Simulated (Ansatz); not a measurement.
Theory: DFT PBE, scalar-relativistic, plane waves, PAW (Ansatz).

Structure of SrO:

```
Sr O
1.0
     3.57679    0.00000    0.00000
    -1.78840    3.09759    0.00000
     0.00000    0.00000    6.24297
Sr O
2 2
Direct
  0.33333 0.66667 0.25000
  0.66667 0.33333 0.75000
  0.00000 0.00000 0.00000
  0.00000 0.00000 0.50000
```

Cutoff 420 eV; k points 9×9×4 on the computed 4-atom cell (Γ-centred); Gaussian smearing, width 0.02 eV; no spin polarisation.

Levels along Γ–M–K–Γ–A–L–H–A | L–M | H–K, in eV from a zero inside the gap, sorted by energy at each point. Points in fractions of the primitive reciprocal vectors: Γ (0.000 0.000 0.000), M (0.500 0.000 0.000), K (0.333 0.333 0.000), A (0.000 0.000 0.500), L (0.500 0.000 0.500), H (0.333 0.333 0.500).
| point | k (1/Å, with 2π) | band 13 | band 14 | band 15 | band 16 | band 17 | band 18 | band 19 |
| --- | --- | --- | --- | --- | --- | --- | --- | --- |
| Γ | 0.000 | -2.49 | -2.25 | -2.25 | -1.49 | 1.49 | 3.47 | 3.66 |
| - | 0.145 | -2.46 | -2.29 | -2.28 | -1.52 | 1.72 | 3.14 | 3.76 |
| - | 0.290 | -2.40 | -2.39 | -2.35 | -1.59 | 2.31 | 2.65 | 4.06 |
| - | 0.435 | -2.52 | -2.48 | -2.30 | -1.65 | 2.21 | 3.09 | 4.51 |
| - | 0.580 | -2.66 | -2.64 | -2.19 | -1.69 | 1.95 | 3.68 | 5.10 |
| - | 0.724 | -2.79 | -2.77 | -2.11 | -1.72 | 1.76 | 3.96 | 4.77 |
| - | 0.869 | -2.87 | -2.85 | -2.05 | -1.73 | 1.64 | 4.09 | 4.51 |
| M | 1.014 | -2.88 | -2.83 | -2.03 | -1.73 | 1.60 | 4.14 | 4.42 |
| - | 1.098 | -2.88 | -2.83 | -2.05 | -1.74 | 1.64 | 4.12 | 4.47 |
| - | 1.181 | -2.90 | -2.84 | -2.13 | -1.78 | 1.78 | 4.06 | 4.60 |
| - | 1.265 | -2.90 | -2.85 | -2.24 | -1.84 | 1.99 | 3.95 | 4.82 |
| - | 1.349 | -2.89 | -2.87 | -2.38 | -1.91 | 2.27 | 3.79 | 5.09 |
| - | 1.433 | -2.90 | -2.88 | -2.54 | -1.97 | 2.57 | 3.60 | 5.40 |
| - | 1.516 | -2.93 | -2.89 | -2.71 | -2.01 | 2.87 | 3.37 | 5.69 |
| K | 1.600 | -2.91 | -2.88 | -2.88 | -2.02 | 3.14 | 3.14 | 5.83 |
| - | 1.767 | -2.96 | -2.84 | -2.54 | -1.98 | 2.68 | 3.51 | 5.57 |
| - | 1.934 | -2.95 | -2.72 | -2.31 | -1.89 | 2.32 | 3.75 | 5.36 |
| - | 2.102 | -2.84 | -2.60 | -2.23 | -1.79 | 2.14 | 3.83 | 4.92 |
| - | 2.269 | -2.65 | -2.47 | -2.27 | -1.70 | 2.19 | 3.37 | 4.54 |
| - | 2.436 | -2.45 | -2.37 | -2.36 | -1.61 | 2.52 | 2.54 | 4.14 |
| - | 2.604 | -2.46 | -2.30 | -2.28 | -1.53 | 1.80 | 3.06 | 3.79 |
| Γ | 2.771 | -2.49 | -2.25 | -2.25 | -1.49 | 1.49 | 3.47 | 3.66 |
| - | 2.843 | -2.49 | -2.26 | -2.26 | -1.54 | 1.54 | 3.48 | 3.68 |
| - | 2.915 | -2.48 | -2.27 | -2.27 | -1.70 | 1.69 | 3.48 | 3.74 |
| - | 2.986 | -2.48 | -2.29 | -2.29 | -1.93 | 1.92 | 3.48 | 3.83 |
| - | 3.058 | -2.46 | -2.32 | -2.32 | -2.21 | 2.20 | 3.46 | 3.94 |
| - | 3.130 | -2.44 | -2.44 | -2.34 | -2.34 | 2.51 | 3.41 | 4.06 |
| - | 3.202 | -2.42 | -2.42 | -2.37 | -2.37 | 2.82 | 3.29 | 4.21 |
| A | 3.274 | -2.40 | -2.40 | -2.40 | -2.40 | 3.09 | 3.09 | 4.42 |
| - | 3.419 | -2.42 | -2.42 | -2.40 | -2.40 | 3.09 | 3.09 | 4.38 |
| - | 3.564 | -2.48 | -2.48 | -2.40 | -2.40 | 3.08 | 3.08 | 4.30 |
| - | 3.709 | -2.56 | -2.56 | -2.41 | -2.41 | 3.02 | 3.02 | 4.36 |
| - | 3.854 | -2.63 | -2.63 | -2.42 | -2.42 | 2.91 | 2.91 | 4.61 |
| - | 3.998 | -2.67 | -2.67 | -2.44 | -2.44 | 2.83 | 2.83 | 4.89 |
| - | 4.143 | -2.70 | -2.70 | -2.45 | -2.45 | 2.81 | 2.81 | 5.06 |
| L | 4.288 | -2.71 | -2.71 | -2.46 | -2.46 | 2.80 | 2.80 | 5.12 |
| - | 4.372 | -2.70 | -2.70 | -2.44 | -2.44 | 2.83 | 2.83 | 5.13 |
| - | 4.456 | -2.68 | -2.68 | -2.39 | -2.39 | 2.90 | 2.90 | 5.17 |
| - | 4.539 | -2.66 | -2.66 | -2.33 | -2.33 | 3.02 | 3.02 | 5.22 |
| - | 4.623 | -2.63 | -2.63 | -2.27 | -2.27 | 3.17 | 3.17 | 5.25 |
| - | 4.707 | -2.61 | -2.61 | -2.23 | -2.23 | 3.33 | 3.33 | 5.24 |
| - | 4.790 | -2.59 | -2.59 | -2.20 | -2.20 | 3.45 | 3.45 | 5.20 |
| H | 4.874 | -2.59 | -2.59 | -2.19 | -2.19 | 3.50 | 3.50 | 5.18 |
| - | 5.041 | -2.60 | -2.60 | -2.22 | -2.22 | 3.35 | 3.35 | 5.20 |
| - | 5.208 | -2.64 | -2.64 | -2.27 | -2.27 | 3.11 | 3.11 | 5.04 |
| - | 5.376 | -2.67 | -2.67 | -2.32 | -2.32 | 3.00 | 3.00 | 4.70 |
| - | 5.543 | -2.64 | -2.64 | -2.36 | -2.36 | 3.03 | 3.03 | 4.37 |
| - | 5.710 | -2.52 | -2.52 | -2.39 | -2.39 | 3.08 | 3.08 | 4.28 |
| - | 5.878 | -2.43 | -2.43 | -2.40 | -2.40 | 3.09 | 3.09 | 4.37 |
| A | 6.045 | -2.40 | -2.40 | -2.40 | -2.40 | 3.09 | 3.09 | 4.42 |
| L | 6.045 | -2.71 | -2.71 | -2.46 | -2.46 | 2.80 | 2.80 | 5.12 |
| - | 6.117 | -2.79 | -2.56 | -2.55 | -2.36 | 2.55 | 3.06 | 4.95 |
| - | 6.189 | -2.83 | -2.64 | -2.38 | -2.27 | 2.30 | 3.31 | 4.81 |
| - | 6.261 | -2.84 | -2.72 | -2.19 | -2.19 | 2.08 | 3.56 | 4.69 |
| - | 6.332 | -2.84 | -2.79 | -2.12 | -2.01 | 1.88 | 3.77 | 4.60 |
| - | 6.404 | -2.84 | -2.84 | -2.07 | -1.86 | 1.73 | 3.96 | 4.52 |
| - | 6.476 | -2.87 | -2.83 | -2.04 | -1.76 | 1.63 | 4.09 | 4.45 |
| M | 6.548 | -2.88 | -2.83 | -2.03 | -1.73 | 1.60 | 4.14 | 4.42 |
| H | 6.548 | -2.59 | -2.59 | -2.19 | -2.19 | 3.50 | 3.50 | 5.18 |
| - | 6.620 | -2.69 | -2.48 | -2.21 | -2.21 | 3.47 | 3.47 | 5.23 |
| - | 6.692 | -2.78 | -2.37 | -2.26 | -2.26 | 3.41 | 3.41 | 5.38 |
| - | 6.764 | -2.86 | -2.35 | -2.35 | -2.26 | 3.33 | 3.33 | 5.59 |
| - | 6.836 | -2.92 | -2.46 | -2.46 | -2.17 | 3.25 | 3.25 | 5.84 |
| - | 6.908 | -2.96 | -2.59 | -2.59 | -2.09 | 3.19 | 3.19 | 5.93 |
| - | 6.979 | -2.99 | -2.74 | -2.74 | -2.04 | 3.15 | 3.15 | 5.86 |
| K | 7.051 | -2.91 | -2.88 | -2.88 | -2.02 | 3.14 | 3.14 | 5.83 |

This form isn't the usual stable structure of the compound.

Cost: 1 run of about 0.5 core-minutes, on Arm Neoverse V1 (shared hosts).